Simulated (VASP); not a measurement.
**VASP 6.6.1 run: AlN**

INCAR

```
LCHARG = .FALSE.
PREC = Accurate
LWAVE = .FALSE.
IBRION = -1
NBANDS = 11
NSW = 0
ENCUT = 520
ISMEAR = -1
EDIFF = 1E-7
NELMIN = 8
ISIF = 2
SIGMA = 0.02
LREAL = .FALSE.
GGA = PE
LASPH = .TRUE.
NELM = 62
```

KPOINTS

```
KPOINTS created by Atomic Simulation Environment
0
Gamma
10 10 10
0 0 0
```

POSCAR

```
Al N
 1.0000000000000000
     0.0000000000000000    2.0188684453999999    2.0794344988000000
     2.0188684453999999    0.0000000000000000    2.0794344988000000
     2.0188684453999999    2.0188684453999999    0.0000000000000000
 Al  N
   1   1
Cartesian
  0.0000000000000000  0.0000000000000000  0.0000000000000000
  2.0188684453999999  2.0188684453999999  2.0794344988000000
```

The recommended PBE PAW datasets give the neutral cell 8 valence electrons.

Command

```
mpirun -np 1 vasp_std
```

Question: Predict the outcome of this run.

Answer: It converged. Results: gap between bands v and c on the k mesh 4.15 eV; least direct gap on the k mesh 5.17 eV; pressure -1.2 GPa. Band v is the last that the valence electrons fill when counted band by band, and c is the next.

OSZICAR

```
N       E                     dE             d eps       ncg     rms          rms(c)
DAV:   1     0.977072056395E+01    0.97707E+01   -0.38090E+03  2316   0.609E+02
DAV:   2    -0.155465410321E+02   -0.25317E+02   -0.24206E+02  2714   0.136E+02
DAV:   3    -0.162654152514E+02   -0.71887E+00   -0.71778E+00  2725   0.215E+01
DAV:   4    -0.162684585800E+02   -0.30433E-02   -0.30431E-02  2526   0.148E+00
DAV:   5    -0.162684866442E+02   -0.28064E-04   -0.28064E-04  2674   0.135E-01    0.752E+00
DAV:   6    -0.145565225628E+02    0.17120E+01   -0.76305E+00  2487   0.145E+01    0.264E+00
DAV:   7    -0.145443527372E+02    0.12170E-01   -0.17141E-01  2505   0.306E+00    0.176E+00
DAV:   8    -0.145384505134E+02    0.59022E-02   -0.16627E-02  2379   0.112E+00    0.337E-01
DAV:   9    -0.145380612863E+02    0.38923E-03   -0.16407E-03  2598   0.240E-01    0.148E-01
DAV:  10    -0.145381219301E+02   -0.60644E-04   -0.14522E-04  2543   0.886E-02    0.393E-02
DAV:  11    -0.145381164435E+02    0.54865E-05   -0.18208E-05  2646   0.239E-02    0.746E-03
DAV:  12    -0.145381161505E+02    0.29309E-06   -0.57068E-07  2475   0.648E-03    0.129E-03
DAV:  13    -0.145381161051E+02    0.45342E-07   -0.13416E-08  1368   0.761E-04
   1 F= -.14538116E+02 E0= -.14538116E+02  d E =-.204332E-12
```

Standard output (part)

```
POSCAR found type information on POSCAR AlN
 POSCAR found :  2 types and       2 ions
 LDA part: xc-table for (Slater+PW92), standard interpolation
 POSCAR, INCAR and KPOINTS ok, starting setup
 WAVECAR not read
 entering main loop
```

For comparison, a separate PBE run of the intended cell, on usual settings and not on those above, gives a gap of 4.15 eV on its mesh and a pressure of -1.2 GPa.
